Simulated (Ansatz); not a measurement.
Crystal: HfC.

```
CELL_PARAMETERS angstrom
0.00000 2.32500 2.32500
2.32500 0.00000 2.32500
2.32500 2.32500 0.00000
ATOMIC_POSITIONS crystal
Hf 0.50000 0.50000 0.50000
C 0.00000 0.00000 0.00000
```

Program: Ansatz 0.2.0. Alike in all runs: potentials or basis Ansatz PAW; cell as given; k mesh 10 × 10 × 10; cutoff (eV) 420; smearing fermi-dirac 0.05 eV.

Task: Order these runs on this cell by their pressure, lowest first.
A. level PBEsol+U; spin off; U Hf d U = 6 eV; hubbard projectors ortho-atomic (the default); double counting fll (the default)
B. level PBEsol+U; spin off; U Hf d U = 3 eV; hubbard projectors ortho-atomic (the default); double counting fll (the default)
C. level PBEsol+U; spin off; U Hf d U = 2 eV; hubbard projectors ortho-atomic (the default); double counting fll (the default)
D. level PBEsol+U; spin off; U Hf d U = 1 eV; hubbard projectors ortho-atomic (the default); double counting fll (the default)
E. level PBEsol; spin SOC, no magnetisation; points for each segment of the path 14

Result: E (-7.2 GPa), D (-5.0 GPa), C (-3.3 GPa), B (-1.5 GPa), A (4.6 GPa).

Caveats: the PAW data sets come from PBE, with cores solved anew for the run's functional, which leaves a small shift of forces and pressure; U without spin polarisation on a metal has little footing (some runs); the U is typed as a test and isn't derived for this compound (some runs).
